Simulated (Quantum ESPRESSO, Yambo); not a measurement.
# P (puckered monolayer): Bethe-Salpeter spectra with Yambo, part 2 of 4

Aim: the absorption spectrum of P (puckered monolayer) with electron-hole interaction, and what each part of the kernel does.

Quantum ESPRESSO 7.5 and Yambo 5.3.0; PBE and many-body steps on it, plane waves. Known limits of the many-body steps: not at the basis limit; bindings not settled in the k mesh.

So far. Step 4 (Screening and self-energy, 4×6×1 mesh, 110 bands …): The gap on the mesh goes from 0.91 eV to 2.00 eV, a correction of +1.10 eV. Step 5 (Excitons): The lowest state lies at 1.128 eV, 0.876 eV under the direct gap.

### 6. Levels from G0W0

This step: Bethe-Salpeter equation on PBE with G0W0 levels, plane waves, norm-conserving pseudopotentials.

The input, bse3.in:

```
optics
bss
bse
em1s
dipoles
rim_cut
rim_w
RandQpts= 3000000
RandGvec= 100 RL
CUTGeo= "slab z"
RandGvecW= 9 RL
Chimod= "HARTREE"
BSKmod= "SEX"
BSEmod= "resonant"
BSSmod= "d"
BSENGexx= 30 Ry
BSENGBlk= 6 Ry
% BSEQptR
 1 | 1 |
%
% BSEBands
 7 | 14 |
%
% BEnRange
 0 | 6 | eV
%
% BDmRange
 0.1 | 0.1 | eV
%
BEnSteps= 121
% BLongDir
 1 | 0 | 0 |
%
% BndsRnXs
 1 | 56 |
%
NGsBlkXs= 6 Ry
% LongDrXs
 1 | 1 | 0 |
%
KfnQPdb= "E < ./gw1/ndb.QP"
WRbsWF
```

Launch:

```
> OMP_NUM_THREADS=1 mpirun -n 4 yambo -F bse3.in -J bse3,bse2_W -C bse3 > bse3.log
```

Log:

```text
 Yambo, version 5.3.0

 [02] CORE Variables Setup
 =========================

  [... cell, symmetries and grids as in the set-up ...]

  [02.05] Energies & Occupations
  ==============================

  [X] === General ===
  [X] Electronic Temperature                        :  0.000000  0.000000 [eV K]
  [X] Bosonic    Temperature                        :  0.000000  0.000000 [eV K]
  [X] Finite Temperature mode                       : no
  [X] El. density                                   :  0.93452E+23 [cm-3]
  [X] Fermi Level                                   : -0.736863 [eV]

  [X] === Gaps and Widths ===
  [X] Conduction Band Min                           :  0.906761 [eV]
  [X] Valence Band Max                              :  0.000000 [eV]
  [X] Filled Bands                                  :  10
  [X] Empty Bands                                   :   11  110
  [X] Direct Gap                                    :  0.906761 [eV]
  [X] Direct Gap localized at k                     :  1
  [X] Indirect Gap                                  :  0.906761 [eV]
  [X] Indirect Gap between kpts                     :  1  1
  [X] Last valence band width                       :  1.927020 [eV]
  [X] 1st conduction band width                     :  1.895552 [eV]

 [03] Transferred momenta grid and indexing
 ==========================================

 IBZ Q-points                                      :  12
 BZ  Q-points                                      :  24

 K/Q-points units:
 rlu = crystal or reduced units; cc = cartesian coordinates; iku = interal k-units

 Q [ 1]         [rlu]:  0.000000  0.000000  0.000000
 Q [ 2]         [rlu]:  0.000000  0.166667  0.000000
 Q [ 3]         [rlu]:  0.000000  0.333333  0.000000
[...]
[K+QP] Fermi Level                                : -0.438951 [eV]

  [K+QP] === Gaps and Widths ===
  [K+QP] Conduction Band Min                        :  2.003536 [eV]
  [K+QP] Valence Band Max                           :  0.000000 [eV]
  [K+QP] Filled Bands                               :  10
  [K+QP] Empty Bands                                :   11  110
  [K+QP] Direct Gap                                 :  2.003536 [eV]
  [K+QP] Direct Gap localized at k                  :  1
  [K+QP] Indirect Gap                               :  2.003536 [eV]
  [K+QP] Indirect Gap between kpts                  :  1  1
  [K+QP] Last valence band width                    :  1.985070 [eV]
  [K+QP] 1st conduction band width                  :  2.041063 [eV]

  [coarse-grid] Minimum Bare Gap        [ev]:  0.906761
  [coarse-grid] Minimum Gap Correction  [ev]:  1.096775

  Eqp @ K [ 1]
  -14.93746 -12.48019  -9.18043  -5.64771  -4.72494  -4.47944  -3.31707  -1.66169
  -1.817274  0.000000  2.003536  2.929478  4.048474  4.657861  5.847510  5.905113
    7.36466   7.73962   7.88972   8.34307   8.42090   9.30387   9.47662  10.61827
  Eqp @ K [ 2]
[...]
Eqp @ K [ 3]
[...]
Eqp @ K [ 8]
[...]
Eqp @ K [ 9]
[...]
-1.199144 -1.199199  3.611013  3.611007  5.135720  5.136143  6.628044  6.628044
    7.73778   7.73778   9.00575   9.00575  10.47617  10.47617  10.69772  10.69772

 [07] Dipoles
 ============

  [07.01] Setup: observables and procedures
  =========================================

  [WARNING] [r,Vnl^pseudo] included in position and velocity dipoles.

  [WARNING] In case H contains other non local terms, these are neglected

 [08] Static Dielectric Matrix
 =============================

    [09.01.05.03] Main kernel loop
    ==============================

    [09.01.05.04] Wave-Function Phases
    ==================================

    [BSE] WF phases found       :  72.91667 [o/o]

   [09.01.06] BSE solver(s) @q1
   ============================

   [09.01.07] Diago Solver @q1
   ===========================

 [12] Game Over & Game summary
```

Run time: 6.5 s. Hardware: 4 MPI ranks of Arm Neoverse V1, shared host; peak memory 1.2 GiB.

This step gave:

```yaml
transitions_in_the_window: 384
direct_gap_of_the_transition_levels: 2.004 eV
lowest_state: 1.132 eV
first_strong_exciton_over_a_fiftieth_of_the_strongest_listed: 1.132 eV
binding_of_the_lowest_state_below_the_direct_gap: 0.8713 eV
```

The lowest state lies at 1.132 eV, 0.871 eV under the direct gap.

The Im polarisability of the sheet has structure finer than the step of the table below, so its rows give means over 0.25 eV, whole bins alone (the curve runs from 0 to 6 eV). Peaks (eV: height): BSE 1.150: 60.9, 1.650: 22.9, 3.950: 17.5, 4.850: 15.9; no electron-hole interaction 2.000: 42.9, 2.450: 35.2, 4.200: 10.5, 4.800: 14.6, 5.200: 22.1, 5.700: 20.5.

Sheet polarisability (bohr); field along x; broadening 0.1 eV; transition window only. Limits: finite bands, cutoff and mesh; exciton not shown settled in the k mesh. Im polarisability of the sheet against photon energy; means over each step:

```csv
photon energy (eV),BSE,no electron-hole interaction
0.25,0.979,0.249
0.50,1.82,0.322
0.75,4.81,0.436
1.00,28.5,0.636
1.25,32.4,1.04
1.50,14.9,2.13
1.75,12.2,7.71
2.00,2.71,30.7
2.25,1.40,15.4
2.50,1.15,24.7
2.75,1.50,5.34
3.00,4.80,1.91
3.25,10.2,1.25
3.50,5.81,1.27
3.75,8.59,2.62
4.00,13.0,8.18
4.25,8.30,7.82
4.50,12.0,4.68
4.75,10.9,11.6
5.00,7.79,10.3
5.25,7.81,18.6
5.50,6.55,13.2
5.75,6.40,14.8
```

### 7. Triplet (no exchange term)

This step: Bethe-Salpeter equation on PBE with a scissors shift, plane waves, norm-conserving pseudopotentials.

bse4.in, as its differences from bse3.in of step 6:

```diff
@@ -15,3 +15,3 @@
 BSSmod= "d"
-BSENGexx= 30 Ry
+BSENGexx= 1 RL
 BSENGBlk= 6 Ry
@@ -40,3 +40,5 @@
 %
-KfnQPdb= "E < ./gw1/ndb.QP"
+% KfnQP_E
+ 1.097 | 1.0 | 1.0 |
+%
 WRbsWF
```

Launch:

```
> OMP_NUM_THREADS=1 mpirun -n 4 yambo -F bse4.in -J bse4,bse2_W -C bse4 > bse4.log
```

Log:

```text
 Yambo, version 5.3.0

 [02] CORE Variables Setup
 =========================

  [... cell, symmetries and grids as in the set-up ...]

  [02.05] Energies & Occupations
  ==============================

  [X] === General ===
  [X] Electronic Temperature                        :  0.000000  0.000000 [eV K]
  [X] Bosonic    Temperature                        :  0.000000  0.000000 [eV K]
  [X] Finite Temperature mode                       : no
  [X] El. density                                   :  0.93452E+23 [cm-3]
  [X] Fermi Level                                   : -0.736863 [eV]

  [X] === Gaps and Widths ===
  [X] Conduction Band Min                           :  0.906761 [eV]
  [X] Valence Band Max                              :  0.000000 [eV]
  [X] Filled Bands                                  :  10
  [X] Empty Bands                                   :   11  110
  [X] Direct Gap                                    :  0.906761 [eV]
  [X] Direct Gap localized at k                     :  1
  [X] Indirect Gap                                  :  0.906761 [eV]
  [X] Indirect Gap between kpts                     :  1  1
  [X] Last valence band width                       :  1.927020 [eV]
  [X] 1st conduction band width                     :  1.895552 [eV]

 [03] Transferred momenta grid and indexing
 ==========================================

 IBZ Q-points                                      :  12
 BZ  Q-points                                      :  24

 K/Q-points units:
 rlu = crystal or reduced units; cc = cartesian coordinates; iku = interal k-units

 Q [ 1]         [rlu]:  0.000000  0.000000  0.000000
 Q [ 2]         [rlu]:  0.000000  0.166667  0.000000
 Q [ 3]         [rlu]:  0.000000  0.333333  0.000000
[...]
[K+QP] Fermi Level                                :  0.000000 [eV]

  [K+QP] === Gaps and Widths ===
  [K+QP] Conduction Band Min                        :  2.003761 [eV]
  [K+QP] Valence Band Max                           :  0.000000 [eV]
  [K+QP] Filled Bands                               :  10
  [K+QP] Empty Bands                                :   11  110
  [K+QP] Direct Gap                                 :  2.003761 [eV]
  [K+QP] Direct Gap localized at k                  :  1
  [K+QP] Indirect Gap                               :  2.003761 [eV]
  [K+QP] Indirect Gap between kpts                  :  1  1
  [K+QP] Last valence band width                    :  1.927020 [eV]
  [K+QP] 1st conduction band width                  :  1.895552 [eV]

  [coarse-grid] Minimum Bare Gap        [ev]:  0.906761
  [coarse-grid] Minimum Gap Correction  [ev]:  1.097000

  Eqp @ K [ 1]
  -14.92277 -12.46551  -9.16574  -5.63302  -4.71026  -4.46476  -3.30239  -1.72537
  -1.638918  0.000000  2.003761  2.739566  3.751532  4.386549  5.576198  5.633801
    7.09335   7.46830   7.61841   8.07176   8.14959   9.03256   9.20531  10.34696
  Eqp @ K [ 2]
[...]
Eqp @ K [ 3]
[...]
Eqp @ K [ 8]
[...]
Eqp @ K [ 9]
[...]
-1.099356 -1.099354  3.482647  3.482648  4.902949  4.902949  6.394850  6.394851
    7.50459   7.50459   8.77256   8.77256  10.24298  10.24298  10.46452  10.46452

 [07] Dipoles
 ============

  [07.01] Setup: observables and procedures
  =========================================

  [WARNING] [r,Vnl^pseudo] included in position and velocity dipoles.

  [WARNING] In case H contains other non local terms, these are neglected

 [08] Static Dielectric Matrix
 =============================

    [09.01.05.03] Main kernel loop
    ==============================

    [09.01.05.04] Wave-Function Phases
    ==================================

    [BSE] WF phases found       :  72.91667 [o/o]

   [09.01.06] BSE solver(s) @q1
   ============================

   [09.01.07] Diago Solver @q1
   ===========================

 [12] Game Over & Game summary
```

It took 5.3 s on 4 MPI ranks; peak memory 1.2 GiB; 21 s of CPU time.

The lowest triplet lies at 1.065 eV; without spin-orbit coupling triplets are dark, so no spectrum is read.

### 8. Beyond Tamm-Dancoff

bse5.in, as its differences from bse4.in of step 7:

```diff
@@ -13,5 +13,5 @@
 BSKmod= "SEX"
-BSEmod= "resonant"
+BSEmod= "coupling"
 BSSmod= "d"
-BSENGexx= 1 RL
+BSENGexx= 30 Ry
 BSENGBlk= 6 Ry
```

Launch:

```
> OMP_NUM_THREADS=1 mpirun -n 4 yambo -F bse5.in -J bse5,bse2_W -C bse5 > bse5.log
```

Log:

```text
 Yambo, version 5.3.0

 [02] CORE Variables Setup
 =========================

  [... cell, symmetries and grids as in the set-up ...]

  [02.05] Energies & Occupations
  ==============================

  [X] === General ===
  [X] Electronic Temperature                        :  0.000000  0.000000 [eV K]
  [X] Bosonic    Temperature                        :  0.000000  0.000000 [eV K]
  [X] Finite Temperature mode                       : no
  [X] El. density                                   :  0.93452E+23 [cm-3]
[...]
=========================================

  [WARNING] [r,Vnl^pseudo] included in position and velocity dipoles.

  [WARNING] In case H contains other non local terms, these are neglected

 [08] Static Dielectric Matrix
 =============================

    [09.01.05.03] Main kernel loop
    ==============================

    [09.01.05.04] Wave-Function Phases
    ==================================

    [BSE] WF phases found       :  72.91667 [o/o]

   [09.01.06] BSE solver(s) @q1
   ============================

   [09.01.07] Diago Solver @q1
   ===========================

   [WARNING] Parallel non-herm diag not yet implemented. Switching to LK

 [12] Game Over & Game summary
```

The job ended after 9.3 s (4 MPI ranks; peak memory 1.2 GiB; 37 s of CPU time).

This step gave:

| Property | Result |
| --- | --- |
| transitions in the window | 384 |
| direct gap of the transition levels | 2.004 eV |
| lowest state | 1.123 eV |
| first strong exciton (over a fiftieth of the strongest listed) | 1.123 eV |
| binding of the lowest state below the direct gap | 0.8807 eV |

The lowest state lies at 1.123 eV, 0.881 eV under the direct gap.

The Im polarisability of the sheet has structure finer than the step of the table below, so its rows give means over 0.25 eV, whole bins alone (the curve runs from 0 to 6 eV). Peaks (eV: height): BSE 1.100: 57.5, 1.600: 20.4, 3.050: 13.1, 3.750: 14.3, 4.300: 15.2; no electron-hole interaction 2.000: 43.0, 2.450: 35.0, 3.900: 12.9, 4.650: 15.0, 5.100: 23.3.

Sheet polarisability (bohr); field along x; broadening 0.1 eV; transition window only. Limits: finite bands, cutoff and mesh; exciton not shown settled in the k mesh. Table of Im polarisability of the sheet by photon energy; means over each step:

| photon energy (eV) | BSE | no electron-hole interaction |
| --- | --- | --- |
| 0.25 | 0.536 | 0.0859 |
| 0.50 | 1.49 | 0.186 |
| 0.75 | 4.63 | 0.323 |
| 1.00 | 29.2 | 0.541 |
| 1.25 | 29.6 | 0.965 |
| 1.50 | 14.5 | 2.08 |
| 1.75 | 8.56 | 7.68 |
| 2.00 | 2.11 | 30.8 |
| 2.25 | 1.22 | 17.4 |
| 2.50 | 1.19 | 23.2 |
| 2.75 | 2.49 | 4.61 |
| 3.00 | 9.58 | 1.83 |
| 3.25 | 5.69 | 1.34 |
| 3.50 | 5.12 | 1.76 |
| 3.75 | 11.9 | 6.47 |
| 4.00 | 5.90 | 9.53 |
| 4.25 | 12.1 | 3.94 |
| 4.50 | 10.6 | 8.60 |
| 4.75 | 9.84 | 9.73 |
| 5.00 | 5.53 | 14.9 |
| 5.25 | 7.20 | 17.4 |
| 5.50 | 7.49 | 15.8 |
| 5.75 | 4.27 | 9.40 |

### 9. Finite momentum (q 2)

bse6.in, as its differences from bse5.in of step 8:

```diff
@@ -13,3 +13,3 @@
 BSKmod= "SEX"
-BSEmod= "coupling"
+BSEmod= "resonant"
 BSSmod= "d"
@@ -18,3 +18,3 @@
 % BSEQptR
- 1 | 1 |
+ 2 | 2 |
 %
@@ -24,3 +24,3 @@
 % BEnRange
- 0 | 6 | eV
+ 0 | 5 | eV
 %
@@ -29,3 +29,3 @@
 %
-BEnSteps= 121
+BEnSteps= 101
 % BLongDir
```

Launch:

```
> OMP_NUM_THREADS=1 mpirun -n 4 yambo -F bse6.in -J bse6,bse2_W -C bse6 > bse6.log
```

Log:

```text
 Yambo, version 5.3.0

 [02] CORE Variables Setup
 =========================

  [... cell, symmetries and grids as in the set-up ...]

  [02.05] Energies & Occupations
  ==============================

  [X] === General ===
  [X] Electronic Temperature                        :  0.000000  0.000000 [eV K]
  [X] Bosonic    Temperature                        :  0.000000  0.000000 [eV K]
  [X] Finite Temperature mode                       : no
  [X] El. density                                   :  0.93452E+23 [cm-3]
[...]
[07] Dipoles
 ============

  [07.01] Setup: observables and procedures
  =========================================

  [WARNING] [r,Vnl^pseudo] included in position and velocity dipoles.

  [WARNING] In case H contains other non local terms, these are neglected

 [08] Static Dielectric Matrix
 =============================

    [09.01.05.03] Main kernel loop
    ==============================

    [09.01.05.04] Wave-Function Phases
    ==================================

    [BSE] WF phases found       :  72.91667 [o/o]

   [09.01.06] BSE solver(s) @q2
   ============================

   [09.01.07] Diago Solver @q2
   ===========================

 [12] Game Over & Game summary
```

Run time: 6.1 s. Hardware: 4 MPI ranks; peak memory 1.2 GiB.

Numbers from this step:

| Quantity | Value |
| --- | --- |
| transitions in the window | 384 |
| lowest state | 1.256 eV |
| first strong exciton (over a fiftieth of the strongest listed) | 2.008 eV |

The lowest state lies at 1.256 eV.

The Im polarisability of the sheet has structure finer than the step of the table below, so its rows give means over 0.2 eV, whole bins alone (the curve runs from 0 to 5 eV). Peaks (eV: height): no electron-hole interaction 3.90: 0.310, 4.40: 0.436.

Sheet polarisability (bohr); longitudinal response along q; broadening 0.1 eV; transition window only; momentum transfer q number 2. Limits: finite bands, cutoff and mesh; exciton not shown settled in the k mesh. The Im polarisability of the sheet by photon energy; means over each step:

| photon energy (eV) | BSE | no electron-hole interaction |
| --- | --- | --- |
| 0.2 | 0.00937 | 0.0119 |
| 0.4 | 0.00985 | 0.0124 |
| 0.6 | 0.0104 | 0.0130 |
| 0.8 | 0.0110 | 0.0137 |
| 1.0 | 0.0118 | 0.0144 |
| 1.2 | 0.0127 | 0.0152 |
| 1.4 | 0.0140 | 0.0161 |
| 1.6 | 0.0162 | 0.0171 |
| 1.8 | 0.0227 | 0.0182 |
| 2.0 | 0.0431 | 0.0196 |
| 2.2 | 0.0288 | 0.0212 |
| 2.4 | 0.0269 | 0.0235 |
| 2.6 | 0.0356 | 0.0280 |
| 2.8 | 0.0751 | 0.0445 |
| 3.0 | 0.169 | 0.0427 |
| 3.2 | 0.160 | 0.0389 |
| 3.4 | 0.248 | 0.0482 |
| 3.6 | 0.281 | 0.0807 |
| 3.8 | 0.264 | 0.220 |
| 4.0 | 0.269 | 0.250 |
| 4.2 | 0.307 | 0.289 |
| 4.4 | 0.314 | 0.394 |
| 4.6 | 0.335 | 0.246 |
| 4.8 | 0.360 | 0.279 |

### 10. Finite momentum (q 3)

bse7.in, as its differences from bse6.in of step 9:

```diff
@@ -18,3 +18,3 @@
 % BSEQptR
- 2 | 2 |
+ 3 | 3 |
 %
```

Launch:

```
> OMP_NUM_THREADS=1 mpirun -n 4 yambo -F bse7.in -J bse7,bse2_W -C bse7 > bse7.log
```

Log:

```text
 Yambo, version 5.3.0

 [02] CORE Variables Setup
 =========================

  [... cell, symmetries and grids as in the set-up ...]

  [02.05] Energies & Occupations
  ==============================

  [X] === General ===
  [X] Electronic Temperature                        :  0.000000  0.000000 [eV K]
  [X] Bosonic    Temperature                        :  0.000000  0.000000 [eV K]
  [X] Finite Temperature mode                       : no
  [X] El. density                                   :  0.93452E+23 [cm-3]
[...]
[07] Dipoles
 ============

  [07.01] Setup: observables and procedures
  =========================================

  [WARNING] [r,Vnl^pseudo] included in position and velocity dipoles.

  [WARNING] In case H contains other non local terms, these are neglected

 [08] Static Dielectric Matrix
 =============================

    [09.01.05.03] Main kernel loop
    ==============================

    [09.01.05.04] Wave-Function Phases
    ==================================

    [BSE] WF phases found       :  72.91667 [o/o]

   [09.01.06] BSE solver(s) @q3
   ============================

   [09.01.07] Diago Solver @q3
   ===========================

 [12] Game Over & Game summary
```

Elapsed: 6.1 s, on 4 MPI ranks; peak memory 1.2 GiB.

This step gave:

```
transitions in the window                                      : 384
lowest state                                                   : 1.368 eV
first strong exciton (over a fiftieth of the strongest listed) : 2.561 eV
```

The lowest state lies at 1.368 eV.

Sheet polarisability (bohr); longitudinal response along q; broadening 0.1 eV; transition window only; momentum transfer q number 3. Limits: finite bands, cutoff and mesh; exciton not shown settled in the k mesh. Table of Im polarisability of the sheet by photon energy; read off at these points:

```
photon energy (eV)      BSE  no electron-hole interaction
              0.00  0.00659                       0.00869
              0.15  0.00686                       0.00904
              0.25  0.00705                       0.00929
              0.40  0.00735                       0.00969
              0.55  0.00767                        0.0101
              0.70  0.00803                        0.0106
              0.80  0.00829                        0.0109
              0.95  0.00871                        0.0114
              1.10  0.00919                        0.0120
              1.20  0.00953                        0.0124
              1.35   0.0101                        0.0130
              1.50   0.0108                        0.0137
              1.60   0.0113                        0.0142
              1.75   0.0122                        0.0151
              1.90   0.0133                        0.0160
              2.05   0.0148                        0.0170
              2.15   0.0161                        0.0178
              2.30   0.0189                        0.0191
              2.45   0.0247                        0.0205
              2.55   0.0324                        0.0217
              2.70   0.0439                        0.0237
              2.85   0.0754                        0.0264
              2.95    0.149                        0.0289
              3.05    0.239                        0.0328
              3.10    0.211                        0.0353
              3.25   0.0987                        0.0420
              3.40   0.0847                        0.0612
              3.50    0.118                        0.0608
              3.65    0.143                        0.0815
              3.80    0.188                         0.166
              3.90    0.269                         0.278
              4.05    0.294                         0.184
              4.10    0.300                         0.158
              4.20    0.264                         0.149
              4.30    0.268                         0.206
              4.45    0.213                         0.335
              4.60    0.248                         0.308
              4.75    0.232                         0.564
              4.85    0.291                         0.608
              5.00    0.371                         0.596
```

(Continued in part 3 of 4.)

[Paths, hosts, dates, memory and timing lines, banners, echoed tables and standing remarks are left out of the program output.]

[Logs are printed without paths, hosts, clocks, repeated set-up lines and the standing remarks that a program may print on its own settings, such as how far it seeks lower states.]

[Runs of the session that timed out or met a known fault of the program may be left out.]

[Hosts, paths, dates, database ids (printed as entryN), source tags and the programs' standing remarks are cut or masked in the printed files.]
